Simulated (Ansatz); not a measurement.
**Molecular dynamics of SrTiO₃**

Input:

```yaml
accuracy: low
crystal:
  lattice:
    - [5.52233, 0.0, 0.0]
    - [0.0, 5.52233, 0.0]
    - [0.0, 0.0, 7.845264]
  atoms:
    - { symbol: Sr, position: [-0.01299158, 0.54989, 0.2432458] }
    - { symbol: Sr, position: [0.49787759, -0.03001462, 0.27883278] }
    - { symbol: Ti, position: [-0.00353216, 0.03033542, 0.01004216] }
    - { symbol: Ti, position: [-0.00020288, -0.01506801, 0.52910644] }
    - { symbol: O, position: [0.77053165, 0.20812728, 0.48255181] }
    - { symbol: O, position: [0.20747887, 0.21523099, -0.0520513] }
    - { symbol: O, position: [0.32713188, 0.12002091, 0.53578161] }
    - { symbol: O, position: [0.74142935, 0.27073584, 0.00348387] }
    - { symbol: O, position: [0.00649038, -0.06203266, 0.75659942] }
    - { symbol: O, position: [0.04598459, 0.02527029, 0.24174527] }
    - { symbol: Sr, position: [0.48347493, -0.06471262, 0.76031159] }
    - { symbol: Sr, position: [-0.02116931, 0.55115619, 0.73770479] }
    - { symbol: Ti, position: [0.49110749, 0.49559399, 0.52366086] }
    - { symbol: Ti, position: [0.51711794, 0.51403676, 0.00700278] }
    - { symbol: O, position: [0.26582134, 0.74101385, 0.01865384] }
    - { symbol: O, position: [0.71613362, 0.76986876, 0.51591433] }
    - { symbol: O, position: [0.78380644, 0.72654889, -0.01326599] }
    - { symbol: O, position: [0.1636245, 0.65596003, 0.45778565] }
    - { symbol: O, position: [0.4898407, 0.48081338, 0.26460014] }
    - { symbol: O, position: [0.49179434, 0.45589127, 0.74263076] }
basis:
  ecutwfc: 420.0
kpoints:
  mp_grid: { grid: [3, 3, 2] }
hamiltonian:
  xc: pbe
  pseudopotentials: { kind: paw, azcp: { folder: soft_1 } }
scf:
  occupations: { method: fermi_dirac, width: 0.24 }
  lower_state_search: "off"
md:
  timestep: 1
  n_steps: 200
  ensemble: nvt_langevin
  temperature: 2240.0
  initial_velocities: maxwell_boltzmann
  seed: 621658
  friction: 0.02
  temperature_schedule:
    - { n_steps: 150, end_temperature: 300.0 }
    - { n_steps: 50, end_temperature: 300.0 }
```

Launched with:

```bash
$ ansatz run input.yaml --threads 2 --pin off --max-ram 5120MiB --backend cpu --events-out ev --progress --plain --runs-dir out
```

It goes on from the last frame of an earlier run, with new velocities.

Output, in part (step lines):

```
md step     0: t =     0.00 fs  T =  2128.0 K (target 2240.0 K)  F+E_penalty+E_count = -31011.66778778 eV  E_kin = 5.501306 eV  (10 SCF iters)
md step     1: t =     1.00 fs  T =  2398.4 K (target 2233.5 K)  F+E_penalty+E_count = -31011.80085949 eV  E_kin = 6.200377 eV  (7 SCF iters)
md step     2: t =     2.00 fs  T =  2564.8 K (target 2220.6 K)  F+E_penalty+E_count = -31011.92111818 eV  E_kin = 6.630640 eV  (7 SCF iters)
md step     3: t =     3.00 fs  T =  2759.1 K (target 2207.7 K)  F+E_penalty+E_count = -31012.05190918 eV  E_kin = 7.132771 eV  (7 SCF iters)
md step     4: t =     4.00 fs  T =  2972.0 K (target 2194.7 K)  F+E_penalty+E_count = -31012.17727912 eV  E_kin = 7.683251 eV  (7 SCF iters)
md step     5: t =     5.00 fs  T =  2751.1 K (target 2181.8 K)  F+E_penalty+E_count = -31012.23190923 eV  E_kin = 7.112235 eV  (5 SCF iters)
md step     6: t =     6.00 fs  T =  2638.2 K (target 2168.9 K)  F+E_penalty+E_count = -31012.25608671 eV  E_kin = 6.820287 eV  (6 SCF iters)
md step     7: t =     7.00 fs  T =  2703.7 K (target 2155.9 K)  F+E_penalty+E_count = -31012.28450823 eV  E_kin = 6.989604 eV  (6 SCF iters)
[... lines left out ...]
md step   199: t =   199.00 fs  T =   488.7 K (target 300.0 K)  F+E_penalty+E_count = -31016.84483045 eV  E_kin = 1.263381 eV  (4 SCF iters)
md step   200: t =   200.00 fs  T =   448.0 K (target 300.0 K)  F+E_penalty+E_count = -31016.83082101 eV  E_kin = 1.158061 eV  (6 SCF iters)
```

The steps, from the saved trajectory:

| time (fs) | T (K) | potential energy less start (eV) |
| --- | --- | --- |
| 0 | 2128 | 0.000 |
| 6 | 2638 | -0.588 |
| 12 | 2299 | -0.401 |
| 18 | 2381 | -0.049 |
| 24 | 2401 | -0.453 |
| 30 | 2917 | -1.707 |
| 36 | 3065 | -1.849 |
| 42 | 2060 | -0.161 |
| 48 | 1730 | 0.292 |
| 54 | 1959 | 0.007 |
| 60 | 2426 | -0.883 |
| 66 | 2609 | -2.141 |
| 72 | 2595 | -2.929 |
| 78 | 2126 | -2.395 |
| 84 | 1729 | -2.048 |
| 90 | 1714 | -2.509 |
| 96 | 1369 | -2.432 |
| 102 | 1234 | -2.620 |
| 108 | 1435 | -2.843 |
| 114 | 1334 | -3.018 |
| 120 | 1180 | -3.152 |
| 126 | 1149 | -3.171 |
| 132 | 1154 | -3.331 |
| 138 | 1147 | -3.341 |
| 144 | 838 | -3.162 |
| 150 | 853 | -3.212 |
| 156 | 784 | -3.398 |
| 162 | 861 | -3.815 |
| 168 | 937 | -4.396 |
| 174 | 1008 | -4.811 |
| 180 | 850 | -4.974 |
| 186 | 830 | -5.230 |
| 192 | 671 | -5.328 |
| 198 | 493 | -5.196 |

All steps were run. The schedule's set-point averaged 463 K over the second half and the system 988 K, so it lags behind the ramp. A run of 0.2 ps of so small a system gives no equilibrium averages. Limits of this set-up: low accuracy level.

Mean squared displacements from the first frame to the last, about the centre of mass: Sr 0.19 Å², Ti 0.06 Å², O 0.23 Å².

Last frame:

```xyz
20
Lattice="5.5223 0.0000 0.0000 0.0000 5.5223 0.0000 0.0000 0.0000 7.8453" Properties=species:S:1:pos:R:3
Sr -0.058 2.351 2.129
Sr 2.748 -0.390 1.846
Ti 0.094 -0.279 -0.119
Ti -0.043 -0.332 3.759
O 4.148 1.149 3.927
O 1.376 1.186 0.163
O 1.393 1.177 3.972
O 4.233 1.226 0.025
O -0.024 -0.252 5.891
O -0.169 -0.131 1.910
Sr 2.804 -0.167 5.849
Sr 0.094 2.488 5.995
Ti 2.807 2.396 4.051
Ti 2.837 2.486 0.110
O 1.261 3.906 -0.088
O 4.106 3.928 3.921
O 4.090 4.022 -0.216
O 1.352 3.824 4.014
O 2.814 2.677 1.985
O 2.877 2.439 5.994
```

Run time: 27 min on 2 threads of Arm Neoverse V2 (shared host), peak memory 0.92 GiB.
